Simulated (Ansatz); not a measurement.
# Replacing S in CdS

All numbers are results of r²SCAN, scalar-relativistic (spin polarisation where moments were expected) in the plane-wave PAW code Ansatz at 500 eV, Gaussian smearing of 0.05 eV, not measurements.

CdS was relaxed to zero pressure in the COD cell structure.

It takes space group P6_3mc (No. 186, hexagonal). Conventional cell: a = 4.165 Å, b = 4.165 Å, c = 6.763 Å, α = 90.00°, β = 90.00°, γ = 120.00°. Cd (site symmetry 3m) is surrounded by 4 S at 2.54 to 2.55 Å. Around S (site symmetry 3m) lie 4 Cd at 2.54 to 2.55 Å. Neighbours are those within 15 % of a site's shortest distance, so a longer bond may be listed from one end only.

Results for CdS: a (Å) 4.165, c (Å) 6.763, V (Å³/atom) 25.40, shortest unlike bond (Å) 2.54, gap (eV) 1.63, E_f (eV/atom) -0.81.

**Question.** All S is replaced by Se and the cell relaxed again in the same space group. What comes out?

**Answer.** CdSe: a (Å) 4.339, c (Å) 7.081, V (Å³/atom) 28.86, shortest unlike bond (Å) 2.66, gap (eV) 1.10, E_f (eV/atom) -0.76.

The volume changes by +13.6 %, or +4.4 % in mean length, and the shortest unlike bond by 0.12 Å. For S, Se the 2 valence electrons of Cd just fill the anion's shell; these members are gapped.

All functionals run on datasets generated with PBE. Gaps are (generalised) Kohn–Sham gaps. E_f is the formation energy from the elements run alike, at 0 K, without zero-point energy or dispersion between the molecules, chains or layers of the solid elements; it is good to about 0.01 eV/atom as a calculation.

All runs used the PAW datasets of the set soft_2.
